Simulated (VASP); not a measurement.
# Te (P3_121) in VASP: further runs

Aim: see how the results for Te move with the level of theory and the settings. Levels: r2SCAN, r2SCAN+rVV10. Tasks: relaxation of cell and atoms.

All numbers are computed with VASP 6.6.1; they aren't measurements. Logs are shortened: lines on timing, memory, paths and dates and some standing lists are left out, and cuts for length are marked.

## 1. Starting point

The structure is trigonal, space group P3_121 (No. 152). The conventional cell has a = 4.601 Å, b = 4.601 Å, c = 5.900 Å, α = 90.00°, β = 90.00°, γ = 120.00°. Te (site symmetry 2) is surrounded by 2 Te at 2.84 Å.

## 2. Relaxation of cell and atoms, r2SCAN

File INCAR:

```
SYSTEM = Te
ALGO = Normal ; EDIFF = 1E-7
EDIFFG = -0.005 ; ENCUT = 600
IBRION = 2 ; ISIF = 3
ISMEAR = 0 ; LASPH = .TRUE.
LCHARG = .FALSE. ; LMIXTAU = .TRUE.
LREAL = .FALSE. ; LWAVE = .FALSE.
METAGGA = R2SCAN ; NELM = 80
NSW = 90 ; PREC = Accurate
SIGMA = 0.1
```

File KPOINTS:

```
k-points
0
G
  9 9 6
  0 0 0
```

File POSCAR:

```
Te
1.0
    4.6013525200      0.0000000000      0.0000000000
   -2.3006762600      3.9848881700      0.0000000000
    0.0000000000      0.0000000000      5.9000620000
Te
3
Direct
    0.2566971700      0.0000000000      0.3333333300
    0.0000000000      0.2566971700      0.6666666700
    0.7433028300      0.7433028300      0.0000000000
```

Potentials or basis: VASP PAW PBE potentials, release 64 (Te).

Command:

```
$ cat potpaw_PBE.64/Te/POTCAR > POTCAR
$ mpirun -np 1 vasp_std > vasp.out
```

OUTCAR:

```text
SYSTEM = Te
   EDIFF = 1E-7
   EDIFFG = -0.005
   ENCUT = 600
   IBRION = 2
   ISIF = 3
   ISMEAR = 0
   LASPH = .TRUE.
   LREAL = .FALSE.
   METAGGA = R2SCAN
   NELM = 80
   NSW = 90
   PREC = Accurate

 ion  position               nearest neighbor table
   1  0.257  0.000  0.333-   3 2.84   2 2.84   3 3.59   3 3.59   2 3.59   2 3.59
   2  0.000  0.257  0.667-   3 2.84   1 2.84   3 3.59   3 3.59   1 3.59   1 3.59
   3  0.743  0.743  0.000-   2 2.84   1 2.84   1 3.59   2 3.59   2 3.59   1 3.59

  LATTYP: Found a hexagonal cell.
 ALAT       =     4.6013525200
 C/A-ratio  =     1.2822451604

  Lattice vectors:

 A1 = (   4.6013525200,   0.0000000000,   0.0000000000)
 A2 = (  -2.3006762600,   3.9848881700,   0.0000000000)
 A3 = (   0.0000000000,   0.0000000000,   5.9000620000)

Analysis of symmetry for initial positions (statically):
=====================================================================
 Subroutine PRICEL returns:
 Original cell was already a primitive cell.

 Routine SETGRP: Setting up the symmetry group for a
 hexagonal supercell.

 Subroutine GETGRP returns: Found  6 space group operations
 (whereof  2 operations were pure point group operations)
 out of a pool of 24 trial point group operations.

The static configuration has the point symmetry C_2 .
 The point group associated with its full space group is D_3 .

Analysis of symmetry for dynamics (positions and initial velocities):
=====================================================================
 Subroutine PRICEL returns:
 Original cell was already a primitive cell.

 Routine SETGRP: Setting up the symmetry group for a
 hexagonal supercell.

 Subroutine GETGRP returns: Found  6 space group operations
 (whereof  2 operations were pure point group operations)
 out of a pool of 24 trial point group operations.

The dynamic configuration has the point symmetry C_2 .
 The point group associated with its full space group is D_3 .

 Subroutine INISYM returns: Found  6 space group operations
 (whereof  2 operations are pure point group operations),
 and found     1 'primitive' translations

----------------------------------------------------------------------------------------

                                     Primitive cell

  volume of cell :     108.1828

  direct lattice vectors                    reciprocal lattice vectors
     4.601352520  0.000000000  0.000000000     0.217327404  0.125474036  0.000000000
    -2.300676260  3.984888170  0.000000000     0.000000000  0.250948071  0.000000000
     0.000000000  0.000000000  5.900062000     0.000000000  0.000000000  0.169489744

  length of vectors
     4.601352520  4.601352516  5.900062000     0.250948071  0.250948071  0.169489744

  position of ions in fractional coordinates (direct lattice)
     0.256697170  0.000000000  0.333333330
     0.000000000  0.256697170  0.666666670
     0.743302830  0.743302830  0.000000000

  ion indices of the primitive-cell ions
   primitive index   ion index
                 1           1
                 2           2
                 3           3

----------------------------------------------------------------------------------------

 KPOINTS: k-points

Automatic generation of k-mesh.
 Grid dimensions read from file:
 generate k-points for:    9    9    6

 Generating k-lattice:

  Cartesian coordinates                     Fractional coordinates (reciprocal lattice)
     0.024147489  0.013941560  0.000000000     0.111111111  0.000000000  0.000000000
     0.000000000  0.027883119  0.000000000     0.000000000  0.111111111  0.000000000
     0.000000000  0.000000000  0.028248291     0.000000000  0.000000000  0.166666667

  Length of vectors
     0.027883119  0.027883119  0.028248291

  Shift w.r.t. Gamma in fractional coordinates (k-lattice)
     0.000000000  0.000000000  0.000000000

 Subroutine IBZKPT returns following result:
 ===========================================

 Found     62 irreducible k-points:

 Following reciprocal coordinates:
            Coordinates               Weight
  0.000000  0.000000  0.000000      1.000000
  0.111111  0.000000  0.000000      6.000000
  0.222222  0.000000  0.000000      6.000000
  0.333333  0.000000  0.000000      6.000000
  0.444444  0.000000  0.000000      6.000000
  0.111111  0.111111  0.000000      6.000000
[... 16 lines left out ...]
  0.222222  0.111111  0.166667     12.000000
 -0.111111  0.333333  0.166667     12.000000
 [... further k-points ...]
   k-points           NKPTS =     62   k-points in BZ     NKDIM =     62   number of bands    NBANDS=     13
   number of dos      NEDOS =    301   number of ions     NIONS =      3
   total plane-waves  NPLWV =  76800
   dimension x,y,z NGX =    40 NGY =   40 NGZ =   48
   dimension x,y,z NGXF=    80 NGYF=   80 NGZF=   96
   ions per type =               3
   NGX,Y,Z   is equivalent  to a cutoff of  14.45, 14.45, 13.52 a.u.
   NGXF,Y,Z  is equivalent  to a cutoff of  28.90, 28.90, 27.05 a.u.
 SYSTEM =  Te
   PREC   = accura    normal or accurate (medium, high low for compatibility)
   ISTART =      0    job   : 0-new  1-cont  2-samecut
   ICHARG =      2    charge: 1-file 2-atom 10-const
   ISPIN  =      1    spin polarized calculation?
   LNONCOLLINEAR =      F non collinear calculations
   LSORBIT =      F    spin-orbit coupling
   LASPH  =      T    aspherical Exc in radial PAW
   ENCUT  =  600.0 eV  44.10 Ry    6.64 a.u.   9.19  9.19 11.78*2*pi/ulx,y,z
   NELM   =     80;   NELMIN=  2; NELMDL= -5     # of ELM steps
   EDIFF  = 0.1E-06   stopping-criterion for ELM
   LREAL  =      F    real-space projection
   EDIFFG = -.5E-02   stopping-criterion for IOM
   NSW    =     90    number of steps for IOM
   IBRION =      2    ionic relax: 0-MD 1-quasi-New 2-CG
   NFREE  =      1    steps in history (QN), initial steepest desc. (CG)
   ISIF   =      3    stress and relaxation
   ISYM   =      2    0-nonsym 1-usesym 2-fastsym
   POTIM  = 0.5000    time-step for ionic-motion
   TEBEG  =    0.0;   TEEND  =   0.0 temperature during run
   PSTRESS=    0.0 pullay stress
   NELECT =      18.0000    total number of electrons
   NUPDOWN=      -1.0000    fix difference up-down
   EMIN   =  10.00;   EMAX   =-10.00  energy-range for DOS
   EFERMI =   0.00;   METHOD = LEGACY
   ISMEAR =     0;   SIGMA  =   0.10  broadening in eV -4-tet -1-fermi 0-gaus
   EFERMI_NEDOS =   21; number of points for ismear=-14 and -15
   IALGO  =     38    algorithm
   IMIX   =      4    mixing-type and parameters
     AMIX     =   0.40;   BMIX     =  1.00
     AMIX_MAG =   1.60;   BMIX_MAG =  1.00
  volume/ion in A,a.u.               =      36.06       243.35
  Fermi-wavevector in a.u.,A,eV,Ry     =   0.900422  1.701551 11.031065  0.810760
  Thomas-Fermi vector in A             =   2.023378
   LORBIT       =      0    0 simple, 1 ext, 2 COOP (PROOUT), +10 PAW based schemes
   METAGGA = R2SCAN    functional components
   LHFCALC =     F    Hartree Fock is set to
   AEXX    =    0.0000 exact exchange contribution
   IVDW    =     0    specifies the selected vdW correction
   LEPSILON=     F    determine dielectric tensor
   LRPA    =     F    only Hartree local field effects (RPA)
 conjugate gradient relaxation of ions
 non-spin polarized calculation
 Gauss-broadening in eV      SIGMA  =   0.10
  energy-cutoff  :      600.00
  volume of cell :      108.18
 maximum number of plane-waves:      3660
 NGX is ok and might be reduce to    40
   NGX = 19   NGY = 19   NGZ = 23

--------------------------------------- Ionic step        1  -------------------------------------------

 number of electron      17.9999999 magnetization

 Free energy of the ion-electron system (eV)
  ---------------------------------------------------
  ext. energy  EPLUGINS =         0.00000000
  ---------------------------------------------------
  free energy    TOTEN  =       -76.24763426 eV

  energy without entropy =      -76.24763378  energy(sigma->0) =      -76.24763402

------------------------ aborting loop because EDIFF is reached ----------------------------------------

  FORCE on cell =-STRESS in cart. coord.  units (eV):
  Direction    XX          YY          ZZ          XY          YZ          ZX
  --------------------------------------------------------------------------------------
  -------------------------------------------------------------------------------------
  Total       -0.0255482     -0.0255482      0.0217922     -0.0000000     -0.0000000      0.0000000
  in kB       -0.3783662     -0.3783662      0.3227399     -0.0000000     -0.0000000      0.0000000
  external PRESSURE =      -0.1446642 kB  Pullay stress =       0.0000000 kB
[... 207 lines left out ...]
  energy  without entropy=      -76.2478104450  energy(sigma->0) =      -76.24781078

--------------------------------------- Ionic step        7  -------------------------------------------

 number of electron      17.9999999 magnetization

 Free energy of the ion-electron system (eV)
  ---------------------------------------------------
  ext. energy  EPLUGINS =         0.00000000
  ---------------------------------------------------
  free energy    TOTEN  =       -76.24784832 eV

  energy without entropy =      -76.24784749  energy(sigma->0) =      -76.24784791

 E-fermi :   5.2472     XC(G=0):  -9.1783

 val. band max:        4.9806007312   @ k =   0.3333   0.3333   0.5000
 cond. band min:       5.4993170234   @ k =   0.3333   0.3333   0.5000
 fundamental gap:      0.5187162922
 Fermi energy:         5.2471773298

 k-point     1 :       0.0000    0.0000    0.0000
  band No.  band energies     occupation
      1      -8.8662      2.00000
      2      -5.4523      2.00000
      3      -5.4523      2.00000
      4       1.8232      2.00000
      5       2.0608      2.00000
      6       2.0608      2.00000
      7       3.3498      2.00000
      8       3.3498      2.00000
      9       4.3435      2.00000
     10       6.2349      0.00000
     11       6.2349      0.00000
     12       6.7841      0.00000
     13      10.4506      0.00000
[... 353 lines left out ...]
 k-point    24 :      -0.1111    0.3333    0.1667
  band No.  band energies     occupation
      1      -8.3110      2.00000
      2      -6.3111      2.00000
      3      -4.8459      2.00000
      4       0.3398      2.00000
      5       0.7669      2.00000
      6       1.7562      2.00000
      7       3.1223      2.00000
      8       3.7891      2.00000
      9       4.3966      2.00000
     10       6.1639      0.00000
     11       6.7763      0.00000
     12       7.0862      0.00000
     13       9.4377      0.00000

 [... further k-points ...]
[... 5 lines left out ...]
  --------------------------------------------------------------------------------------
  -------------------------------------------------------------------------------------
  Total        0.0096560      0.0096560     -0.0099770      0.0000000      0.0000000      0.0000000
  in kB        0.1428262      0.1428262     -0.1475745      0.0000000      0.0000000      0.0000000
  external PRESSURE =       0.0460259 kB  Pullay stress =       0.0000000 kB
[... 18 lines left out ...]
  FREE ENERGIE OF THE ION-ELECTRON SYSTEM (eV)
  ---------------------------------------------------
  free  energy   TOTEN  =       -76.2478483225 eV

  energy  without entropy=      -76.2478474908  energy(sigma->0) =      -76.24784791

 reached required accuracy - stopping structural energy minimisation
```

Run time: 13 min. Hardware: 1 thread of Intel Xeon 6975P-C (Granite Rapids), shared host; peak memory 0.35 GiB.

Results:

```yaml
Free_energy: -76.2478 eV
Relaxed_volume: 36.11 Å³/atom
Relaxed_cell: a = 4.598 Å, b = 4.598 Å, c = 5.916 Å, α = 90.00°, β = 90.00°, γ = 120.00°
Space_group_after_relaxing_to_0.05_Å: P3_121 (No. 152)
Energy_gained_by_relaxing: 0.1 meV/atom
Ionic_steps: 7
Pressure_after_relaxing: 0.0 GPa
Band_gap_on_the_k_mesh: 0.52 eV, direct
```

Forces in eV/Å, atoms in the order of the input:
```
Te  -0.003  0.000  0.000
Te   0.001 -0.003  0.000
Te   0.001  0.003  0.000
```

Step by step:
```csv
step,energy change (eV),largest force (eV/Å),pressure (GPa),volume (Å³)
1,0.0000,0.0248,-0.01,108.18
2,-0.0001,0.0134,0.03,108.13
3,-0.0001,0.0060,0.06,108.10
4,-0.0001,0.0092,0.12,108.03
5,-0.0001,0.0010,0.08,108.08
6,-0.0002,0.0018,0.05,108.16
7,-0.0002,0.0029,0.00,108.32
```

Final structure:
```
Te
1.0
     4.59786    0.00000    0.00000
    -2.29893    3.98186    0.00000
     0.00000    0.00000    5.91640
Te
3
Cartesian
  1.1759 0.0000 1.9721
  -0.5879 1.0183 3.9443
  1.7110 2.9635 0.0000
```

Caveat: the PAW data sets were made with another functional, which shifts forces and pressure a little; spin-orbit coupling is left out, which moves the levels of the heavy elements; an odd mesh through Γ misses points on the zone boundary, where band edges often lie.

## 3. Relaxation of cell and atoms, r2SCAN+rVV10

File INCAR:

```
SYSTEM = Te
ALGO = Normal ; BPARAM = 11.95
CPARAM = 0.0093 ; EDIFF = 1E-7
EDIFFG = -0.005 ; ENCUT = 600
IBRION = 2 ; ISIF = 3
ISMEAR = 0 ; IVDW_NL = 2
LASPH = .TRUE. ; LCHARG = .FALSE.
LMIXTAU = .TRUE. ; LREAL = .FALSE.
LUSE_VDW = .TRUE. ; LWAVE = .FALSE.
METAGGA = R2SCAN ; NELM = 80
NSW = 90 ; PREC = Accurate
SIGMA = 0.1
```

KPOINTS is that of step 2.

POSCAR is that of step 2.

Potentials or basis: VASP PAW PBE potentials, release 64 (Te).

Command:

```
$ cat potpaw_PBE.64/Te/POTCAR > POTCAR
$ mpirun -np 1 vasp_std > vasp.out
```

It took 39 min on 1 thread of Intel Xeon 6975P-C (Granite Rapids), shared host; peak memory 0.63 GiB.

Results (log left out):

| Quantity | Value |
| --- | --- |
| Free energy | -75.7446 eV |
| Relaxed volume | 34.43 Å³/atom |
| Relaxed cell | a = 4.478 Å, b = 4.478 Å, c = 5.948 Å, α = 90.00°, β = 90.00°, γ = 120.00° |
| Space group after relaxing (to 0.05 Å) | P3_121 (No. 152) |
| Energy gained by relaxing | 4.6 meV/atom |
| Ionic steps | 12 |
| Pressure after relaxing | 0.0 GPa |
| Largest force after relaxing | 0.005 eV/Å |
| Band gap on the k mesh | 0.33 eV, direct |

Forces in eV/Å, atoms in the order of the input:
```
Te   0.005  0.000  0.000
Te  -0.002  0.004  0.000
Te  -0.002 -0.004  0.000
```

Step by step:
```tsv
step	energy change (eV)	largest force (eV/Å)	pressure (GPa)	volume (Å³)
1	0.0000	0.0141	-0.63	108.18
2	-0.0032	0.1444	0.28	105.96
3	-0.0036	0.1138	0.06	106.47
4	-0.0064	0.0997	0.06	105.90
5	-0.0121	0.0619	0.09	104.20
6	-0.0085	0.0051	0.36	100.77
7	-0.0132	0.0443	0.16	103.09
8	-0.0125	0.0358	-0.41	104.11
9	-0.0135	0.0173	-0.03	103.43
10	-0.0136	0.0112	-0.02	103.36
11	-0.0137	0.0058	0.00	103.29
12	-0.0137	0.0047	0.00	103.28
```

Final structure:
```cif
data_structure
_symmetry_space_group_name_H-M 'P 1'
_symmetry_Int_Tables_number 1
_cell_length_a 4.4777
_cell_length_b 4.4777
_cell_length_c 5.9480
_cell_angle_alpha 90.000
_cell_angle_beta 90.000
_cell_angle_gamma 120.000
_cell_volume 103.28
loop_
_atom_site_label
_atom_site_type_symbol
_atom_site_fract_x
_atom_site_fract_y
_atom_site_fract_z
_atom_site_occupancy
Te1 Te 0.26495 0.00000 0.33333 1
Te2 Te 0.00000 0.26495 0.66667 1
Te3 Te 0.73505 0.73505 0.00000 1
```

Levels at points of the mesh, in eV from the valence-band top:
```csv
k point,band 5,band 6,band 7,band 8,band 9,band 10,band 11,band 12,band 13
"(0.00, 0.00, 0.00)",-2.86,-2.86,-1.71,-1.71,-0.82,1.14,1.14,1.79,5.32
"(0.00, 0.00, 0.50)",-2.78,-2.78,-1.42,-1.09,-1.09,0.61,0.75,0.75,4.42
```

Caveat: the PAW data sets were made with another functional, which shifts forces and pressure a little; spin-orbit coupling is left out, which moves the levels of the heavy elements; an odd mesh through Γ misses points on the zone boundary, where band edges often lie. r2SCAN opens gaps a little over a GGA but as a rule still falls short of measured ones.
